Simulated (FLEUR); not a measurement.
# GaN (Fm-3m) in FLEUR: a series of runs

Runs on GaN. Level: PBEsol. Tasks: band structure, equation of state.

All numbers are computed with FLEUR MaX-R8.1 (later development tree); they aren't measurements. Logs are shortened: lines on timing, memory, paths and dates and some standing lists are left out, and cuts for length are marked.

### Step 1. The crystal as given

Symmetry: Fm-3m, No. 225, cubic system. The conventional cell has a = 4.270 Å, b = 4.270 Å, c = 4.270 Å, α = 90.00°, β = 90.00°, γ = 90.00°. Around Ga (site symmetry m-3m) lie 6 N at 2.14 Å. N (site symmetry m-3m) is surrounded by 6 Ga at 2.14 Å.

Measurements of this composition are mostly on another form, of space group No. 186.

### Step 2. Band structure, PBEsol

The input, inp.xml:

```xml
<?xml version="1.0" encoding="UTF-8" standalone="no"?>
<fleurInput fleurInputVersion="0.39">
   <comment>
      GaN                                                                                                 
   </comment>
   <calculationSetup>
      <cutoffs Kmax="4.62" Gmax="14.3" GmaxXC="14.3" numbands="0"/>
      <scfLoop itmax="60" minDistance="0.00001" maxIterBroyd="15" imix="Anderson" alpha="0.05" precondParam="0.0" spinf="2.0" sdNocoIR="T"/>
      <coreElectrons ctail="T" frcor="F" kcrel="0" coretail_lmax="0"/>
      <xcFunctional name="PBEs" relativisticCorrections="F"/>
      <magnetism jspins="1"/>
      <soc l_soc="F" theta="0.0" phi="0.0" spav="F"/>
      <expertModes spex="0" secvar="F"/>
      <geometryOptimization l_f="F" forcealpha="1.0" forcemix="BFGS" epsdisp="0.00001" epsforce="0.00001"/>
      <ldaU l_linMix="F" mixParam="0.05" spinf="1.0"/>
   </calculationSetup>
   <cell>
      <bzIntegration valenceElectrons="26.0" mode="hist" fermiSmearingEnergy="0.00183747">
         <kPointListSelection listName="default-1"/>
         <!-- k-points included here -->
         <xi:include xmlns:xi="http://www.w3.org/2001/XInclude" href="kpts.xml"> </xi:include>
      </bzIntegration>
      <!-- symmetry operations included here -->
      <xi:include xmlns:xi="http://www.w3.org/2001/XInclude" href="sym.xml"> </xi:include>
      <bulkLattice scale="1.0">
[... 32 lines left out ...]
            <stateOccupation state="(2p3/2)" spinUp="1.000000" spinDown="1.000000"/>
         </electronConfig>
         <energyParameters s="2" p="2" d="3" f="4"/>
         <lo type="SCLO" l="0" n="2" eDeriv="2"/>
         <lo type="SCLO" l="1" n="2" eDeriv="2"/>
         <lo type="SCLO" l="2" n="3" eDeriv="2"/>
      </species>
   </atomSpecies>
   <atomGroups>
      <atomGroup species="Gallium (Ga)">
         <relPos label="                   1">.0000000000 .0000000000 .0000000000</relPos>
         <force calculate="T" relaxXYZ="TTT"/>
      </atomGroup>
      <atomGroup species="Nitrogen (N)">
         <relPos label="                   2">1.000/2.000 1.000/2.000 1.000/2.000</relPos>
         <force calculate="T" relaxXYZ="TTT"/>
      </atomGroup>
   </atomGroups>
   <output dos="F" band="F" slice="F">
      <checks vchk="F" cdinf="F"/>
      <bandDOS minEnergy="-.5*Htr" maxEnergy="0.5*Htr" sigma="0.015" storeEVData="T"/>
      <vacuumDOS vacdos="F" integ="F" star="F" nstars="0" locx1="0.0" locy1="0.0" locx2="0.0" locy2="0.0" nstm="0" tworkf="0.0"/>
      <unfoldingBand unfoldBand="F" supercellX="1" supercellY="1" supercellZ="1"/>
      <plotting iplot="0" polar="F">
         <plot TwoD="T" vec1="  1.0  0.0  0.0" vec2="  0.0  1.0  0.0" vec3="  0.0  0.0  1.0" zero="  0.0  0.0  0.0" file="plot"/>
      </plotting>
      <chargeDensitySlicing numkpt="0" minEigenval="0.0" maxEigenval="0.0" nnne="0" pallst="F"/>
      <specialOutput eonly="F"/>
      <moessbauerParams electricFieldGradient="T" isomerShift="T" coreHyperfine="T" valenceHyperfine="T"/>
      <magneticCircularDichroism mcd="F" energyLo="-10.0" energyUp="0.0"/>
   </output>
  <!-- We include the file relax.xml here to enable relaxations (see documentation) -->
  <xi:include xmlns:xi="http://www.w3.org/2001/XInclude" href="relax.xml"> <xi:fallback/> </xi:include>
</fleurInput>
```

The input, crystal.txt:

```
GaN
&input cartesian=F /
0.0000000000  2.1352350000  2.1352350000
2.1352350000  0.0000000000  2.1352350000
2.1352350000  2.1352350000  0.0000000000
1.8897261246
1.0 1.0 1.0

2
31 0.0000000000  0.0000000000  0.0000000000
7 0.5000000000  0.5000000000  0.5000000000

&kpt div1=11 div2=11 div3=11 gamma=T /
```

The input, inp.xml (bands):

```
<?xml version="1.0" encoding="UTF-8" standalone="no"?>
<fleurInput fleurInputVersion="0.39">
   <comment>
      GaN                                                                                                 
   </comment>
   <calculationSetup>
      <cutoffs Kmax="4.62" Gmax="14.3" GmaxXC="14.3" numbands="0"/>
      <scfLoop itmax="60" minDistance="0.00001" maxIterBroyd="15" imix="Anderson" alpha="0.05" precondParam="0.0" spinf="2.0" sdNocoIR="T"/>
      <coreElectrons ctail="T" frcor="F" kcrel="0" coretail_lmax="0"/>
      <xcFunctional name="PBEs" relativisticCorrections="F"/>
      <magnetism jspins="1"/>
      <soc l_soc="F" theta="0.0" phi="0.0" spav="F"/>
      <expertModes spex="0" secvar="F"/>
      <geometryOptimization l_f="F" forcealpha="1.0" forcemix="BFGS" epsdisp="0.00001" epsforce="0.00001"/>
      <ldaU l_linMix="F" mixParam="0.05" spinf="1.0"/>
   </calculationSetup>
   <cell>
      <bzIntegration valenceElectrons="26.0" mode="hist" fermiSmearingEnergy="0.00183747">
         <kPointListSelection listName="path-1"/>
         <!-- k-points included here -->
         <xi:include xmlns:xi="http://www.w3.org/2001/XInclude" href="kpts.xml"> </xi:include>
      </bzIntegration>
      <!-- symmetry operations included here -->
      <xi:include xmlns:xi="http://www.w3.org/2001/XInclude" href="sym.xml"> </xi:include>
      <bulkLattice scale="1.0">
[... 32 lines left out ...]
            <stateOccupation state="(2p3/2)" spinUp="1.000000" spinDown="1.000000"/>
         </electronConfig>
         <energyParameters s="2" p="2" d="3" f="4"/>
         <lo type="SCLO" l="0" n="2" eDeriv="2"/>
         <lo type="SCLO" l="1" n="2" eDeriv="2"/>
         <lo type="SCLO" l="2" n="3" eDeriv="2"/>
      </species>
   </atomSpecies>
   <atomGroups>
      <atomGroup species="Gallium (Ga)">
         <relPos label="                   1">.0000000000 .0000000000 .0000000000</relPos>
         <force calculate="T" relaxXYZ="TTT"/>
      </atomGroup>
      <atomGroup species="Nitrogen (N)">
         <relPos label="                   2">1.000/2.000 1.000/2.000 1.000/2.000</relPos>
         <force calculate="T" relaxXYZ="TTT"/>
      </atomGroup>
   </atomGroups>
   <output dos="F" band="T" slice="F">
      <checks vchk="F" cdinf="F"/>
      <bandDOS minEnergy="-.5*Htr" maxEnergy="0.5*Htr" sigma="0.015" storeEVData="T"/>
      <vacuumDOS vacdos="F" integ="F" star="F" nstars="0" locx1="0.0" locy1="0.0" locx2="0.0" locy2="0.0" nstm="0" tworkf="0.0"/>
      <unfoldingBand unfoldBand="F" supercellX="1" supercellY="1" supercellZ="1"/>
      <plotting iplot="0" polar="F">
         <plot TwoD="T" vec1="  1.0  0.0  0.0" vec2="  0.0  1.0  0.0" vec3="  0.0  0.0  1.0" zero="  0.0  0.0  0.0" file="plot"/>
      </plotting>
      <chargeDensitySlicing numkpt="0" minEigenval="0.0" maxEigenval="0.0" nnne="0" pallst="F"/>
      <specialOutput eonly="F"/>
      <moessbauerParams electricFieldGradient="T" isomerShift="T" coreHyperfine="T" valenceHyperfine="T"/>
      <magneticCircularDichroism mcd="F" energyLo="-10.0" energyUp="0.0"/>
   </output>
  <!-- We include the file relax.xml here to enable relaxations (see documentation) -->
  <xi:include xmlns:xi="http://www.w3.org/2001/XInclude" href="relax.xml"> <xi:fallback/> </xi:include>
</fleurInput>
```

Potentials or basis: all-electron, FLAPW.

On the command line:

```console
$ inpgen -f crystal.txt -profile fastHighL
$ # inp.xml edited to the form shown
$ fleur_MPI
$ fleur_MPI   # second run, on inp.xml (bands)
```

Log:

```text
Welcome to FLEUR        (www.flapw.de)
      MaX-Release 8.1          (www.max-centre.eu)

 ========== k-point set info ==========
 Selected k-point list: default-1
 k-point list type: mesh
 11 x 11 x 11
 Number of k points: 56

 ------------Calculation Setup---------------------------
 Number of MPI-tasks      :            1
 Number of PE/node        :            1
 Number of OMP-threads    :            1
 Most efficient MPI parallelization for:
           1           2           4           7           8          14          28          56
 Additional eigenvalue parallelization possible
 Number of basis functions:          313
 Approximate size of matrices (H+S) per k-point:         0.001 GB
 --------------------------------------------------------
 Iteration:     1   Distance:      24.51458380 me/bohr^3
 Iteration:     2   Distance:      21.01630356 me/bohr^3
 Iteration:     3   Distance:       7.98134808 me/bohr^3
 Iteration:     4   Distance:       4.14464867 me/bohr^3
 Iteration:     5   Distance:       3.27666559 me/bohr^3
 Iteration:     6   Distance:       0.35125593 me/bohr^3
 Iteration:     7   Distance:       0.37877698 me/bohr^3
 Iteration:     8   Distance:       0.04059205 me/bohr^3
 Iteration:     9   Distance:       0.01573523 me/bohr^3
 Iteration:    10   Distance:       0.00522222 me/bohr^3
 Iteration:    11   Distance:       0.00146635 me/bohr^3
 Iteration:    12   Distance:       0.00012602 me/bohr^3
 Iteration:    13   Distance:       0.00002202 me/bohr^3
 Iteration:    14   Distance:       0.00000858 me/bohr^3

 ********************************************************************
 Run finished successfully
 Stop message:
   all done
 ********************************************************************
```

output (bands):

```text
Welcome to FLEUR        (www.flapw.de)
      MaX-Release 8.1          (www.max-centre.eu)

 ========== k-point set info ==========
 Selected k-point list: path-1
 k-point list type: path
 Number of k points: 60

 ------------Calculation Setup---------------------------
 Number of MPI-tasks      :            1
 Number of PE/node        :            1
 Number of OMP-threads    :            1
 Most efficient MPI parallelization for:
           1           2           3           4           5           6          10          12          15          20          30          60
 Additional eigenvalue parallelization possible
 Number of basis functions:          313
 Approximate size of matrices (H+S) per k-point:         0.001 GB
 --------------------------------------------------------
 Fermi energy correction for metals:
 Fermi energy in bands.* files may not be consistent with last density.
 Please correct it manually (e.g. in band.gnu file).

 Note: Band structure data (together with different weights) is also stored in the banddos.hdf file.
       A convenient way of extracting and plotting the data from that file is by making use of the

 ********************************************************************
 Run finished successfully
 Stop message:
   Charge density postprocessing done.
 ********************************************************************
```

out.xml (last iteration):

```text
<iteration numberForCurrentRun="   14" overallNumber="   14">
         <energyParameters units="Htr">
            <atomicEP atomType="1" spin="1" branch="4s" branchLowest="-4.89" branchHighest="1.52" value="0.0660176267"/>
            <atomicEP atomType="1" spin="1" branch="4p" branchLowest="-3.08" branchHighest="2.23" value="0.2437400470"/>
            <atomicEP atomType="1" spin="1" branch="3d" branchLowest="-9.99" branchHighest="-0.11" value="-0.1636870701"/>
            <atomicEP atomType="1" spin="1" branch="4f" branchLowest="-9.99" branchHighest="4.01" value="0.5845848196"/>
            <loAtomicEP atomType="1" spin="1" branch="3s" branchLowest="-45.79" branchHighest="-4.89" value="-4.8908381236"/>
            <loAtomicEP atomType="1" spin="1" branch="3p" branchLowest="-39.80" branchHighest="-3.08" value="-3.0886245486"/>
            <loAtomicEP atomType="1" spin="1" branch="3p" branchLowest="-39.80" branchHighest="-3.08" value="-3.0886245486"/>
            <heloAtomicEP atomType="1" spin="1" branch="4d" branchLowest="2.55" branchHighest="2.55" value="2.5480991111"/>
            <heloAtomicEP atomType="1" spin="1" branch="4d" branchLowest="2.55" branchHighest="2.55" value="2.5480991111"/>
            <loAtomicEP atomType="1" spin="1" branch="4f" branchLowest="-9.99" branchHighest="4.01" value="0.5845877614"/>
            <atomicEP atomType="2" spin="1" branch="2s" branchLowest="-13.39" branchHighest="0.89" value="-0.1856048885"/>
            <atomicEP atomType="2" spin="1" branch="2p" branchLowest="-9.99" branchHighest="1.18" value="0.1556506959"/>
            <atomicEP atomType="2" spin="1" branch="3d" branchLowest="-9.99" branchHighest="4.75" value="0.4255406874"/>
            <atomicEP atomType="2" spin="1" branch="4f" branchLowest="-9.99" branchHighest="8.10" value="0.5861305122"/>
            <loAtomicEP atomType="2" spin="1" branch="2s" branchLowest="-13.39" branchHighest="0.89" value="-0.1856048885"/>
            <loAtomicEP atomType="2" spin="1" branch="2p" branchLowest="-9.99" branchHighest="1.18" value="0.1555626775"/>
            <loAtomicEP atomType="2" spin="1" branch="3d" branchLowest="-9.99" branchHighest="4.75" value="0.4255413151"/>
         </energyParameters>
         <eigenvalues>
            <eigenvaluesAt spin="1" ikpt="1" k_x="0.00000000" k_y="0.00000000" k_z="0.00000000">
                      -4.8908423978       -3.0868802187       -3.0868802187       -3.0868802187       -0.2806134515
                      -0.1719618178       -0.1719618178       -0.1719618178       -0.1686813623       -0.1686813623
                       0.3263770356        0.3263770356        0.3263770356        0.4136143703        0.8701717142
                       0.8701717142        0.8701717142        0.9061725071        0.9061725071        0.9061725071
                       0.9239026676
            </eigenvaluesAt>
            <eigenvaluesAt spin="1" ikpt="2" k_x="0.00000000" k_y="0.00000000" k_z="0.09090909">
                      -4.8908418238       -3.0868901001       -3.0868817209       -3.0868817209       -0.2748366499
                      -0.1721704637       -0.1716649397       -0.1716649397       -0.1690514597       -0.1690514597
                       0.2876919570        0.3270044078        0.3270044078        0.4458240851        0.7921405426
                       0.8451706586        0.8451706586        0.9068119878        0.9107542488        0.9107542488
                       1.0151220965
            </eigenvaluesAt>
            <eigenvaluesAt spin="1" ikpt="3" k_x="0.00000000" k_y="0.00000000" k_z="0.18181818">
                      -4.8908401968       -3.0869150100       -3.0868858606       -3.0868858606       -0.2580007350
                      -0.1726973140       -0.1720363138       -0.1720363138       -0.1688474181       -0.1688474181
[... 29 lines left out ...]
         <coreStates atomType="     2" atomicNumber="  7" spin="1" kinEnergy="     43.9093293572" eigValSum="    -26.7870427191" lostElectrons=" 0.000001">
            <state n="1" l="0" j="0.5" energy="-13.3935213595" weight="1.0000000000"/>
         </coreStates>
         <allElectronCharges>
            <spinDependentCharge spin="1" total="38.0000000" interstitial="2.9593508" mtSpheres="35.0406492"/>
            <totalCharge value="37.9999999990"/>
         </allElectronCharges>
         <moessbauerParams unitsHFF="kG" unitsIS="e/bohr^3" unitsEFG="Htr/bohr^2">
            <coreIsomerShift atomType="1" isTotal="27949.58355">
               <shell n="1" l="0" isomerShift="25400.49823"/>
               <shell n="2" l="0" isomerShift="2528.40895"/>
               <shell n="2" l="1" isomerShift="20.67638"/>
            </coreIsomerShift>
            <coreIsomerShift atomType="2" isTotal="199.62733">
               <shell n="1" l="0" isomerShift="199.62733"/>
            </coreIsomerShift>
            <isomerShift atomType="1" nucleusRadius="0.0000972" averageDensity="28345.07836"/>
            <isomerShift atomType="2" nucleusRadius="0.0000569" averageDensity="208.61459"/>
            <electricFieldGradient atomType="1" VXX="0.00000" VYY="0.00000" VZZ="0.00000" asymParam="0.00000">
            </electricFieldGradient>
            <electricFieldGradient atomType="2" VXX="0.00000" VYY="0.00000" VZZ="0.00000" asymParam="0.00000">
            </electricFieldGradient>
         </moessbauerParams>
         <totalEnergy                                    value="    -1997.2207090603" units="Htr">
            <sumOfEigenvalues                            value="    -1136.2279355846">
               <coreElectrons value="-1107.1778266031"/>
               <valenceElectrons value="-29.0501089815"/>
            </sumOfEigenvalues>
            <densityCoulombPotentialIntegral value="-3064.9946231016"/>
            <densityEffectivePotentialIntegral value="-3171.0609813846"/>
            <chargeDenXCDenIntegral value="-80.9369796052"/>
            <FockExchangeEnergyValence value="0.0000000000"/>
            <FockExchangeEnergyCore value="0.0000000000"/>
            <atomTypeDependentContributions atomType="1">
               <electronNucleiInteractionDifferentMTs value="2334.3238985762"/>
               <MadelungTerm value="-18.0861704553"/>
            </atomTypeDependentContributions>
            <atomTypeDependentContributions atomType="2">
               <electronNucleiInteractionDifferentMTs value="62.9962261285"/>
               <MadelungTerm value="-3.2131685443"/>
            </atomTypeDependentContributions>
            <tkbTimesEntropy value="0.0000034756"/>
            <freeEnergy value="-1997.2207125359"/>
            <extrapolationTo0K value="-1997.2207107981"/>
         </totalEnergy>
         <densityConvergence units="me/bohr^3">
            <chargeDensity spin="1" distance="0.0000085835"/>
         </densityConvergence>
      </iteration>
```

Wall time 28 s (1 thread of Arm Neoverse V1, shared host); peak memory 0.05 GiB.

Results:

```yaml
Free_energy: -54347.1442 eV
Band_gap_on_the_k_mesh: 0.48 eV, indirect (least direct gap 2.37 eV)
Band_gap_along_the_path: 0.33 eV, indirect (least direct gap 2.37 eV)
Valence_electrons_inside_the_program's_atomic_spheres: Ga 19.05; N 3.99 (radii Ga 2.12, N 1.62 bohr)
```

Levels at the corners of the path, in eV from the valence-band top:
```csv
point,band 9,band 10,band 11,band 12,band 13,band 14,band 15,band 16,band 17,band 18
Γ,-13.96,-13.96,-0.49,-0.49,-0.49,1.89,14.31,14.31,14.31,15.29
X,-13.79,-11.04,-6.96,-2.96,-2.96,0.33,7.61,11.55,14.03,14.03
W,-13.79,-11.25,-5.23,-5.23,-4.61,4.85,9.51,10.04,10.04,18.03
K,-13.82,-11.42,-6.02,-5.68,-2.07,2.93,8.69,10.84,12.15,14.61
Γ,-13.96,-13.96,-0.49,-0.49,-0.49,1.89,14.31,14.31,14.31,15.29
L,-13.84,-13.84,-8.16,-0.18,-0.18,4.47,8.81,8.81,9.00,15.83
U,-13.82,-11.42,-6.02,-5.68,-2.07,2.93,8.69,10.84,12.15,14.61
W,-13.79,-11.25,-5.23,-5.23,-4.61,4.85,9.51,10.04,10.04,18.03
L,-13.84,-13.84,-8.16,-0.18,-0.18,4.47,8.81,8.81,9.00,15.83
K,-13.82,-11.42,-6.02,-5.68,-2.07,2.93,8.69,10.84,12.15,14.61
U,-13.82,-11.42,-6.02,-5.68,-2.07,2.93,8.69,10.84,12.15,14.61
X,-13.79,-11.04,-6.96,-2.96,-2.96,0.33,7.61,11.55,14.03,14.03
```

Core levels (eV from the Fermi level):
```tsv
atom	levels
1 Ga	1s1/2 -10213.5, 2s1/2 -1255.6, 2p1/2 -1111.3, 2p3/2 -1083.7
2 N	1s1/2 -374.1
```

Caveat: the mesh misses the band edges, which the band path finds closer together.

### Step 3. Equation of state, PBEsol, 9.15 Å³/atom (volume scaled by 0.94)

Changes to inp.xml since step 2:

```diff
@@ -6,3 +6,3 @@
    <calculationSetup>
-      <cutoffs Kmax="4.62" Gmax="14.3" GmaxXC="14.3" numbands="0"/>
+      <cutoffs Kmax="4.78" Gmax="14.8" GmaxXC="14.8" numbands="0"/>
       <scfLoop itmax="60" minDistance="0.00001" maxIterBroyd="15" imix="Anderson" alpha="0.05" precondParam="0.0" spinf="2.0" sdNocoIR="T"/>
@@ -24,3 +24,3 @@
       <xi:include xmlns:xi="http://www.w3.org/2001/XInclude" href="sym.xml"> </xi:include>
-      <bulkLattice scale="1.0">
+      <bulkLattice scale="0.9795861087">
          <bravaisMatrix>
@@ -34,3 +34,3 @@
       <species name="Gallium (Ga)" element="Ga" atomicNumber="31">
-         <mtSphere radius="2.12" gridPoints="701" logIncrement="0.018"/>
+         <mtSphere radius="2.05" gridPoints="701" logIncrement="0.018"/>
          <atomicCutoffs lmax="8" lnonsphr="8"/>
@@ -51,3 +51,3 @@
       <species name="Nitrogen (N)" element="N" atomicNumber="7">
-         <mtSphere radius="1.62" gridPoints="537" logIncrement="0.02"/>
+         <mtSphere radius="1.57" gridPoints="537" logIncrement="0.02"/>
          <atomicCutoffs lmax="8" lnonsphr="8"/>
```

Potentials or basis: all-electron, FLAPW.

On the command line:

```console
$ inpgen -f crystal.txt -profile fastHighL
$ # inp.xml edited to the form shown
$ fleur_MPI
```

Run time: 26 s. Hardware: 1 thread of Arm Neoverse V1, shared host; peak memory 0.08 GiB.

Results (log left out):

```yaml
Free_energy: -54347.1505 eV
Band_gap_on_the_k_mesh: 0.86 eV, indirect (least direct gap 3.15 eV)
Valence_electrons_inside_the_program's_atomic_spheres: Ga 18.94; N 3.89 (radii Ga 2.05, N 1.57 bohr)
```

Caveat: an odd mesh through Γ misses points on the zone boundary, where band edges often lie.

(Part 1 of 2 ends here.)
